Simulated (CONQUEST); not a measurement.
## Ir under changes of volume

One of the cells (14.059 Å³/atom); the others are scaled copies at fixed shape and fractional positions:

```
Ir
1.0
     2.70907    0.00000    0.00000
     0.00000    2.70907    0.00000
     0.00000    0.00000    3.83120
Ir
2
Cartesian
  0.0000 0.0000 0.0000
  1.3545 1.3545 1.9156
```

```yaml
Program: CONQUEST 1.3
Functional: PBE
Potentials_or_basis: PseudoDojo NC PBE, DZP, grid of 32 × 32 × 36 points
k_mesh: 10 × 10 × 7
Occupations: fermi-dirac, width 0.05 eV
Spin: no spin polarisation
```

```csv
volume (Å³/atom),energy over the lowest point (meV/atom),pressure (GPa)
13.215,213.17,50.9
13.496,134.62,38.9
13.778,76.37,27.9
14.059,?,?
14.340,11.20,10.2
14.621,0.00,2.8
```

Problem. What does the run at 14.059 Å³/atom give?

Solution. Energy over the lowest point 35.93 meV/atom; pressure 18.4 GPa.

Worked out: A Birch-Murnaghan fit of order 3 (a polynomial in V^(-2/3)) to the other rows has its minimum at 14.74 Å³/atom, just outside them, with B0 = V·E''(V) = 333 GPa and B' = 6.2. It gives 36.01 meV/atom at 14.059 Å³/atom, against the run's 35.93, and -dE/dV = 18.4 GPa, against 18.4.

Energies are extrapolated to zero smearing.

Caveats: the basis of atomic orbitals isn't converged, which shifts pressures, moduli and gaps; the real-space grid breaks the cell's symmetry a little.
